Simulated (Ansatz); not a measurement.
Crystal: Cu.

```
Cu
1.0
     2.53410    0.00000    0.00000
    -1.26705    2.19459    0.00000
     0.00000    0.00000    4.11257
Cu
2
Direct
  0.66667 0.33333 0.75000
  0.33333 0.66667 0.25000
```

This isn't the form of Cu at room conditions, which is fcc.

Base run:

* Program: Ansatz 0.2.0
* Functional: PBEsol
* Potentials or basis: all-electron LAPW, scalar-relativistic
* Cutoff: 304 eV (chosen from the basis error)
* Basis error allowed: 0.001 eV/atom
* k mesh: 12 × 12 × 7
* Occupations: fermi-dirac, width 0.05 eV
* Spin: no spin polarisation

Its results: pressure -1.4 GPa.

Question: The run is repeated on the same cell with these changes: functional from PBEsol to LDA. What comes out?

Answer: Pressure -7.9 GPa.

LDA binds more tightly than PBEsol, so the same cell stands under less pressure.
